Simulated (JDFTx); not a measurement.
Wanted: the native input for a JDFTx 1.7.0 (patched build) run.

| Item | Value |
| --- | --- |
| Task | single point |
| Functional | r2SCAN |
| Potentials or basis | SG15-PBE-1.2 with smoothed tails |
| Cutoff | 1088 eV |
| Density cutoff | 8708 eV |
| k mesh | 10 × 10 × 10 |
| Occupations | fermi-dirac, width 0.05 eV |
| Spin | no spin polarisation |
| Local potential set to -Z/r beyond | 6 bohr |
| Bands | 9 |
| Density cutoff over wavefunction cutoff | 8 |
| Max SCF steps | 100 |
| SCF threshold on the energy | 1e-09 Ha |
| Solver of the electrons | scf |
| Further solve for the empty bands | yes |

The system is BAs.

```
As B
1.0
     0.00000    2.38850    2.38850
     2.38850    0.00000    2.38850
     2.38850    2.38850    0.00000
As B
1 1
Direct
  0.75000 0.75000 0.75000
  0.00000 0.00000 0.00000
```

These files were run (other wordings do the same):

BAs.in

```
lattice \
    0.0000000000     4.5136108487     4.5136108487 \
    4.5136108487     0.0000000000     4.5136108487 \
    4.5136108487     4.5136108487     0.0000000000
coords-type Lattice
ion As     0.7500000000     0.7500000000     0.7500000000 1
ion B      0.0000000000     0.0000000000     0.0000000000 1

ion-species pseudo/As.upf
ion-species pseudo/B.upf
elec-cutoff 40 320
elec-ex-corr mgga-x-r2scan mgga-c-r2scan
kpoint-folding 10 10 10
elec-smearing Fermi 0.0018374661
elec-n-bands 9
electronic-SCF nIterations 100 energyDiffThreshold 1e-09
electronic-minimize nIterations 30 energyDiffThreshold 1e-7
converge-empty-states yes
forces-output-coords Cartesian

dump-name run.$VAR
dump End Ecomponents EigStats BandEigs Kpoints Forces Stress ElecDensity KEdensity
```

Potentials or basis: SG15-PBE-1.2 with smoothed tails.

Launch:

```sh
$ jdftx -c 1 -i BAs.in -o BAs.out
```

It gave:

```
Pressure               : 2.0 GPa
Band gap on the k mesh : 1.29 eV, indirect (least direct gap 3.42 eV)
```

Caveat: the potentials were made for another functional, which shifts forces and pressure.

Wall time 68 s on 1 thread of Intel(R) Xeon(R) 6975P-C (Granite Rapids), on a shared host, peak memory 0.14 GiB.
